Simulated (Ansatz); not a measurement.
The system is TiCo.

```xyz
2
Lattice="2.9861 0.0000 0.0000 0.0000 2.9861 0.0000 0.0000 0.0000 2.9861" Properties=species:S:1:pos:R:3 pbc="T T T"
Co    1.4931    1.4931    1.4931
Ti    0.0000    0.0000    0.0000
```

The cell comes from a database or a generator and needn't be the stable form of this composition.

| Quantity | Value |
| --- | --- |
| Program | Ansatz 0.2.0 |
| Task | relaxation of cell and atoms |
| Functional | revPBE |
| Dispersion | D4 |
| Potentials or basis | all-electron LAPW, scalar-relativistic |
| Basis error allowed | 0.001 eV/atom |
| k mesh | 9 × 9 × 9 |
| Occupations | fermi-dirac, width 0.05 eV |
| Spin | collinear spin, ferromagnetic start |
| Starting moments | [2.0, 1.0] μB |

At the start: volume 13.31 Å³/atom.

Task: How do energy, volume and symmetry change on relaxing?

Result: Over 4 steps the energy falls by 2.6 meV/atom and the volume is 13.06 Å³/atom (-1.9 %); space group Pm-3m (No. 221, to 0.05 Å); moment 0.83 μB per cell.

The path:
```
step  energy change (eV)  largest force (eV/Å)  volume (Å³)
   1              0.0000                0.0000        26.63
   2             -0.0052                0.0000        26.14
   3             -0.0052                0.0000        26.11
   4             -0.0052                0.0000        26.11
```

Final structure:
```xyz
2
Lattice="2.9667 0.0000 0.0000 0.0000 2.9667 0.0000 0.0000 0.0000 2.9667" Properties=species:S:1:pos:R:3 pbc="T T T"
Co    1.4834    1.4834    1.4834
Ti    0.0000    0.0000    0.0000
```
